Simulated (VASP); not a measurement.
# Si (Imma) in VASP: notebook

One crystal, Si, is run at these levels: LDA, PBE; tasks: relaxation of the atoms.

Everything below comes from runs of VASP 6.6.1. Logs are shortened: lines on timing, memory, paths and dates and some standing lists are left out, and cuts for length are marked.

**1. Starting point**

The structure is orthorhombic, space group Imma (No. 74). Conventional cell: a = 3.831 Å, b = 3.994 Å, c = 5.352 Å, α = 90.00°, β = 90.00°, γ = 90.00°. Si (site symmetry mm2) is surrounded by 4 Si at 2.34 to 2.40 Å.

**2. Relaxation of the atoms, LDA**

INCAR

```
ALGO = Normal
EDIFF = 1E-6
EDIFFG = -0.01
ENCUT = 520
GGA = CA
IBRION = 2
ISIF = 2
ISMEAR = 0
LASPH = T
LCHARG = F
LREAL = F
LWAVE = F
NELM = 80
NSW = 60
PREC = Accurate
SIGMA = 0.01
```

KPOINTS

```
k-points
0
Gamma
  10 10 10
```

POSCAR

```
Si
1.0
    0.0577217258      2.7663982742      2.6762435158
    2.7663982742      0.0577217258      2.6762435158
    2.8241200000      2.8241200000      0.0000000000
Si
2
Direct
    0.0000000000      0.0000000000      0.0000000000
    0.2500000000      0.2500000000      0.2500000000
```

Potentials or basis: VASP PAW LDA potentials, release 64 (Si).

Started as:

```bash
cat potpaw_LDA.64/Si/POTCAR > POTCAR
mpirun -np 1 vasp_std > vasp.out
```

OUTCAR:

```text
EDIFF = 1E-6
   EDIFFG = -0.01
   ENCUT = 520
   GGA = CA
   IBRION = 2
   ISIF = 2
   ISMEAR = 0
   LASPH = T
   LREAL = F
   NELM = 80
   NSW = 60
   PREC = Accurate

 ion  position               nearest neighbor table
   1  0.000  0.000  0.000-   2 2.34   2 2.34   2 2.40   2 2.40
   2  0.250  0.250  0.250-   1 2.34   1 2.34   1 2.40   1 2.40

  LATTYP: Found a body centered orthorhombic cell.
 ALAT       =     3.8306471108
 B/A-ratio  =     1.0426198734
 C/A-ratio  =     1.3972801140

  Lattice vectors:

 A1 = (   2.7663982742,   0.0577217258,  -2.6762435158)
 A2 = (  -2.7663982742,  -0.0577217258,  -2.6762435158)
 A3 = (   0.0577217258,   2.7663982742,   2.6762435158)

Analysis of symmetry for initial positions (statically):
=====================================================================
 Subroutine PRICEL returns:
 Original cell was already a primitive cell.

 Routine SETGRP: Setting up the symmetry group for a
 body centered orthorhombic supercell.

 Subroutine GETGRP returns: Found  8 space group operations
 (whereof  4 operations were pure point group operations)
 out of a pool of  8 trial point group operations.

The static configuration has the point symmetry C_2v.
 The point group associated with its full space group is D_2h.

Analysis of symmetry for dynamics (positions and initial velocities):
=====================================================================
 Subroutine PRICEL returns:
 Original cell was already a primitive cell.

 Routine SETGRP: Setting up the symmetry group for a
 body centered orthorhombic supercell.

 Subroutine GETGRP returns: Found  8 space group operations
 (whereof  4 operations were pure point group operations)
 out of a pool of  8 trial point group operations.

The dynamic configuration has the point symmetry C_2v.
 The point group associated with its full space group is D_2h.

 Subroutine INISYM returns: Found  8 space group operations
 (whereof  4 operations are pure point group operations),
 and found     1 'primitive' translations

----------------------------------------------------------------------------------------

                                     Primitive cell

  volume of cell :      40.9445

  direct lattice vectors                    reciprocal lattice vectors
     0.057721726  2.766398274  2.676243516    -0.184591992  0.184591992  0.186829037
     2.766398274  0.057721726  2.676243516     0.184591992 -0.184591992  0.186829037
     2.824120000  2.824120000  0.000000000     0.177046301  0.177046301 -0.186829037

  length of vectors
     3.849489650  3.849489650  3.993908806     0.321019464  0.321019464  0.312403385

  position of ions in fractional coordinates (direct lattice)
     0.000000000  0.000000000  0.000000000
     0.250000000  0.250000000  0.250000000

  ion indices of the primitive-cell ions
   primitive index   ion index
                 1           1
                 2           2

----------------------------------------------------------------------------------------

 KPOINTS: k-points

Automatic generation of k-mesh.
 Grid dimensions read from file:
 generate k-points for:   10   10   10

 Generating k-lattice:

  Cartesian coordinates                     Fractional coordinates (reciprocal lattice)
    -0.018459199  0.018459199  0.018682904     0.100000000  0.000000000  0.000000000
     0.018459199 -0.018459199  0.018682904     0.000000000  0.100000000  0.000000000
     0.017704630  0.017704630 -0.018682904     0.000000000  0.000000000  0.100000000

  Length of vectors
     0.032101946  0.032101946  0.031240338

  Shift w.r.t. Gamma in fractional coordinates (k-lattice)
     0.000000000  0.000000000  0.000000000

 Subroutine IBZKPT returns following result:
 ===========================================

 Found    171 irreducible k-points:

 Following reciprocal coordinates:
            Coordinates               Weight
  0.000000  0.000000  0.000000      1.000000
  0.100000 -0.000000  0.000000      4.000000
  0.200000 -0.000000  0.000000      4.000000
  0.300000 -0.000000  0.000000      4.000000
  0.400000 -0.000000  0.000000      4.000000
  0.500000 -0.000000  0.000000      2.000000
[... 16 lines left out ...]
  0.300000  0.300000  0.000000      2.000000
  0.400000  0.300000  0.000000      4.000000
 [... further k-points ...]
   k-points           NKPTS =    171   k-points in BZ     NKDIM =    171   number of bands    NBANDS=      8
   number of dos      NEDOS =    301   number of ions     NIONS =      2
   total plane-waves  NPLWV =  27000
   dimension x,y,z NGX =    30 NGY =   30 NGZ =   30
   dimension x,y,z NGXF=    60 NGYF=   60 NGZF=   60
   ions per type =               2
   NGX,Y,Z   is equivalent  to a cutoff of  12.96, 12.96, 12.49 a.u.
   NGXF,Y,Z  is equivalent  to a cutoff of  25.91, 25.91, 24.97 a.u.
 SYSTEM =  unknown system
   PREC   = accura    normal or accurate (medium, high low for compatibility)
   ISTART =      0    job   : 0-new  1-cont  2-samecut
   ICHARG =      2    charge: 1-file 2-atom 10-const
   ISPIN  =      1    spin polarized calculation?
   LNONCOLLINEAR =      F non collinear calculations
   LSORBIT =      F    spin-orbit coupling
   LASPH  =      T    aspherical Exc in radial PAW
   ENCUT  =  520.0 eV  38.22 Ry    6.18 a.u.   7.16  7.16  7.43*2*pi/ulx,y,z
   NELM   =     80;   NELMIN=  2; NELMDL= -5     # of ELM steps
   EDIFF  = 0.1E-05   stopping-criterion for ELM
   LREAL  =      F    real-space projection
   EDIFFG = -.1E-01   stopping-criterion for IOM
   NSW    =     60    number of steps for IOM
   IBRION =      2    ionic relax: 0-MD 1-quasi-New 2-CG
   NFREE  =      1    steps in history (QN), initial steepest desc. (CG)
   ISIF   =      2    stress and relaxation
   ISYM   =      2    0-nonsym 1-usesym 2-fastsym
   POTIM  = 0.5000    time-step for ionic-motion
   TEBEG  =    0.0;   TEEND  =   0.0 temperature during run
   PSTRESS=    0.0 pullay stress
   NELECT =       8.0000    total number of electrons
   NUPDOWN=      -1.0000    fix difference up-down
   EMIN   =  10.00;   EMAX   =-10.00  energy-range for DOS
   EFERMI =   0.00;   METHOD = LEGACY
   ISMEAR =     0;   SIGMA  =   0.01  broadening in eV -4-tet -1-fermi 0-gaus
   EFERMI_NEDOS =   21; number of points for ismear=-14 and -15
   IALGO  =     38    algorithm
   IMIX   =      4    mixing-type and parameters
     AMIX     =   0.40;   BMIX     =  1.00
     AMIX_MAG =   1.60;   BMIX_MAG =  1.00
  volume/ion in A,a.u.               =      20.47       138.15
  Fermi-wavevector in a.u.,A,eV,Ry     =   0.949962  1.795168 12.278273  0.902428
  Thomas-Fermi vector in A             =   2.078294
   LORBIT       =      0    0 simple, 1 ext, 2 COOP (PROOUT), +10 PAW based schemes
   GGA     = CA    functional components
   LHFCALC =     F    Hartree Fock is set to
   AEXX    =    0.0000 exact exchange contribution
   IVDW    =     0    specifies the selected vdW correction
   LEPSILON=     F    determine dielectric tensor
   LRPA    =     F    only Hartree local field effects (RPA)
 conjugate gradient relaxation of ions
 non-spin polarized calculation
 Gauss-broadening in eV      SIGMA  =   0.01
  energy-cutoff  :      520.00
  volume of cell :       40.94
 maximum number of plane-waves:      1117
 NGX is ok and might be reduce to    30
   NGX = 15   NGY = 15   NGZ = 15

--------------------------------------- Ionic step        1  -------------------------------------------

 number of electron       8.0000000 magnetization

 Free energy of the ion-electron system (eV)
  ---------------------------------------------------
  ext. energy  EPLUGINS =         0.00000000
  ---------------------------------------------------
  free energy    TOTEN  =       -11.87338799 eV

  energy without entropy =      -11.87338799  energy(sigma->0) =      -11.87338799

------------------------ aborting loop because EDIFF is reached ----------------------------------------

  FORCE on cell =-STRESS in cart. coord.  units (eV):
  Direction    XX          YY          ZZ          XY          YZ          ZX
  --------------------------------------------------------------------------------------
  -------------------------------------------------------------------------------------
  Total       -1.0762275     -1.0762275     -0.3256694     -0.9973172      0.0000000      0.0000000
  in kB      -42.1132499    -42.1132499    -12.7435867    -39.0254542      0.0000000      0.0000000
  external PRESSURE =     -32.3233622 kB  Pullay stress =       0.0000000 kB

 VOLUME and BASIS-vectors are now :
 -----------------------------------------------------------------------------
  energy-cutoff  :      520.00
  volume of cell :       40.94
      direct lattice vectors                 reciprocal lattice vectors
     0.057721726  2.766398274  2.676243516    -0.184591992  0.184591992  0.186829037
     2.766398274  0.057721726  2.676243516     0.184591992 -0.184591992  0.186829037
     2.824120000  2.824120000  0.000000000     0.177046301  0.177046301 -0.186829037
[... 37 lines left out ...]
 POSITION                                       TOTAL-FORCE (eV/Angst)
 -----------------------------------------------------------------------------------
      2.82412      2.82412      0.01719         0.000000      0.000000     -0.073424
      1.41206      1.41206      1.32093        -0.000000     -0.000000      0.073424
 -----------------------------------------------------------------------------------
    total drift:                               -0.000000     -0.000000     -0.000000

  FREE ENERGIE OF THE ION-ELECTRON SYSTEM (eV)
  ---------------------------------------------------
  free  energy   TOTEN  =       -11.8782557135 eV

  energy  without entropy=      -11.8782553331  energy(sigma->0) =      -11.87825552

--------------------------------------- Ionic step        3  -------------------------------------------

 number of electron       8.0000000 magnetization

 Free energy of the ion-electron system (eV)
  ---------------------------------------------------
  ext. energy  EPLUGINS =         0.00000000
  ---------------------------------------------------
  free energy    TOTEN  =       -11.87847028 eV

  energy without entropy =      -11.87847027  energy(sigma->0) =      -11.87847028

 E-fermi :   5.7071     XC(G=0):  -9.5238

 val. band max:        5.6806309988   @ k =   0.0000   0.0000   0.0000
 cond. band min:       5.7334821497   @ k =   0.5000   0.5000   0.0000
 fundamental gap:      0.0528511509
 Fermi energy:         5.7070561712

 k-point     1 :       0.0000    0.0000    0.0000
  band No.  band energies     occupation
      1      -6.2593      2.00000
      2       5.3261      2.00000
      3       5.6419      2.00000
      4       5.6806      1.99981
      5       7.7609      0.00000
      6       7.8872      0.00000
      7       8.3413      0.00000
      8       8.7194      0.00000

 k-point     2 :       0.1000   -0.0000    0.0000
  band No.  band energies     occupation
      1      -6.1265      2.00000
      2       4.5356      2.00000
      3       5.1165      2.00000
      4       5.4578      2.00000
      5       7.7338      0.00000
      6       8.1873      0.00000
      7       8.5221      0.00000
      8       9.7043      0.00000
[... 221 lines left out ...]
 k-point    23 :       0.3000    0.3000    0.0000
  band No.  band energies     occupation
      1      -4.6847      2.00000
      2       1.2680      2.00000
      3       2.9971      2.00000
      4       3.4773      2.00000
      5       6.1326      0.00000
      6       7.9108      0.00000
      7      12.0451      0.00000
      8      12.0909      0.00000

 k-point    24 :       0.4000    0.3000    0.0000
  band No.  band energies     occupation
      1      -4.0634      2.00000
      2       0.2890      2.00000
      3       2.7837      2.00000
      4       2.8219      2.00000
      5       6.2143      0.00000
      6       7.8213      0.00000
      7      12.3204      0.00000
      8      12.4251      0.00000

 [... further k-points ...]

------------------------ aborting loop because EDIFF is reached ----------------------------------------

  FORCE on cell =-STRESS in cart. coord.  units (eV):
  Direction    XX          YY          ZZ          XY          YZ          ZX
  --------------------------------------------------------------------------------------
  -------------------------------------------------------------------------------------
  Total       -1.1121089     -1.1121089     -0.3734947     -0.7543092      0.0000000      0.0000000
  in kB      -43.5173032    -43.5173032    -14.6150090    -29.5164466      0.0000000      0.0000000
  external PRESSURE =     -33.8832051 kB  Pullay stress =       0.0000000 kB

 VOLUME and BASIS-vectors are now :
 -----------------------------------------------------------------------------
  energy-cutoff  :      520.00
  volume of cell :       40.94
      direct lattice vectors                 reciprocal lattice vectors
     0.057721726  2.766398274  2.676243516    -0.184591992  0.184591992  0.186829037
     2.766398274  0.057721726  2.676243516     0.184591992 -0.184591992  0.186829037
     2.824120000  2.824120000  0.000000000     0.177046301  0.177046301 -0.186829037

 POSITION                                       TOTAL-FORCE (eV/Angst)
 -----------------------------------------------------------------------------------
      2.82412      2.82412      0.01426        -0.000000     -0.000000      0.000032
      1.41206      1.41206      1.32387         0.000000      0.000000     -0.000032
 -----------------------------------------------------------------------------------
    total drift:                                0.000000     -0.000000      0.000000

  FREE ENERGIE OF THE ION-ELECTRON SYSTEM (eV)
  ---------------------------------------------------
  free  energy   TOTEN  =       -11.8784702826 eV

  energy  without entropy=      -11.8784702721  energy(sigma->0) =      -11.87847028

 reached required accuracy - stopping structural energy minimisation
```

Run time: 37 s. Hardware: 1 thread of Intel Xeon 6975P-C (Granite Rapids), shared host; peak memory 0.17 GiB.

Results:

* Free energy: -11.8785 eV
* Energy gained by relaxing: 2.5 meV/atom
* Ionic steps: 3
* Pressure after relaxing: -3.4 GPa
* Band gap on the k mesh: 0.05 eV, indirect (least direct gap 2.08 eV)

Step by step:
```csv
step,energy change (eV),largest force (eV/Å),pressure (GPa)
1,0.0000,0.3564,-3.23
2,-0.0049,0.0734,-3.41
3,-0.0051,0.0000,-3.39
```

Final structure:
```
Si
1.0
     0.05772    2.76640    2.67624
     2.76640    0.05772    2.67624
     2.82412    2.82412    0.00000
Si
2
Direct
  0.00266 0.00266 0.99734
  0.24734 0.24734 0.25266
```

Levels at points of the mesh, in eV from the valence-band top:
| k point | band 1 | band 2 | band 3 | band 4 | band 5 | band 6 | band 7 | band 8 |
| --- | --- | --- | --- | --- | --- | --- | --- | --- |
| (0.00, 0.00, 0.00) | -11.94 | -0.35 | -0.04 | 0.00 | 2.08 | 2.21 | 2.66 | 3.04 |
| (0.50, 0.00, 0.00) | -9.55 | -6.99 | -1.61 | -1.23 | 0.94 | 2.87 | 3.37 | 7.22 |
| (0.50, 0.50, 0.00) | -7.85 | -7.66 | -3.33 | -2.83 | 0.05 | 0.64 | 9.48 | 9.78 |
| (0.00, 0.00, 0.50) | -9.76 | -7.05 | -1.28 | -1.10 | 1.42 | 3.23 | 3.29 | 7.49 |
| (0.50, 0.00, 0.50) | -7.93 | -7.93 | -2.84 | -2.84 | 0.60 | 0.60 | 9.38 | 9.38 |

A k mesh can miss the band edges. LDA gaps usually lie below the measured ones, often by a third to a half.

(Part 1 of 2 ends here.)
